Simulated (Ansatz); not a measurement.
## CO2: gradients before and after relaxing the atoms

Start: a Materials Project structure (computed, not necessarily an observed phase), taken as it stands.

Space group Cmce (No. 64); a = 5.2718, b = 4.7748, c = 6.5872 Å.

```csv
site,Wyckoff,site symmetry,x,y,z
C,4a,2/m..,0.0000,0.0000,0.0000
O,8f,m..,0.5000,0.6935,0.8918
```

One atom of each set is listed; the run and its k-mesh use a cell of 6 atoms with edges of 3.56, 3.56, 6.59 Å.

Level of theory: DFT, r2SCAN, plane waves and PAW, scalar-relativistic, 500 eV cutoff, Γ-centred 9×9×5 k-points, Fermi–Dirac smearing 0.01 eV (Ansatz 0.2.0).

The largest force at the start is 0.70 eV/Å. Relaxing the ions at fixed cell moves them by 0.008 Å at most (atom 3, O) and 0.006 Å rms. End positions:

C (0.0000, 0.0000, 0.0000)
O (0.5000, 0.6929, 0.8929)

```csv
site,moved (Å),first shell before,first shell after,V_zz before (10²¹ V/m²),η before
C,0.000,"2 O at 1.17 Å, angle 180°","2 O at 1.16 Å, angle 180°",-3.55,0.01
O,0.008,1 C at 1.17 Å,1 C at 1.16 Å,7.67,0.03
```

Task: What are V_zz and η after the relaxation?

Result: 

```
site  V_zz after  η after  change of V_zz
   C       -3.58     0.01           -0.03
   O        7.35     0.03           -0.32
```

The largest change of V_zz is on O, from 7.67 to 7.35. In per cent, |V_zz| changes by +1 on C, -4 on O (all sites that start above 0.5).
